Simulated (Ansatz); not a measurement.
Base system: BaSnO3 in the cubic perovskite structure (space group Pm-3m, No. 221; a = 4.176 Å).

Method: plane-wave PAW DFT at the PBE level (Ansatz, an electronic-structure program, 420 eV), no SOC.

Base values:

* **Electron mass**: 0.13 mₑ (at Γ)
* **Volume per atom**: 14.56 Å³

Now apply this change: cell and atoms relaxed at a pressure of 2.1 GPa.

What happens to the mean gap deformation potential ΔEg/Δln V, electron mass and volume per atom?

The mean gap deformation potential ΔEg/Δln V comes out as -11.9 eV; the electron mass changes from 0.13 mₑ (at Γ) to 0.14 mₑ (at Γ); the volume per atom falls by 0.218 Å³ to 14.35 Å³.

Load acts through the strain it causes; cell and atoms are relaxed under it. Effective masses come from finite differences of ±0.01 Å⁻¹. Whether these cells are dynamically stable was not tested.
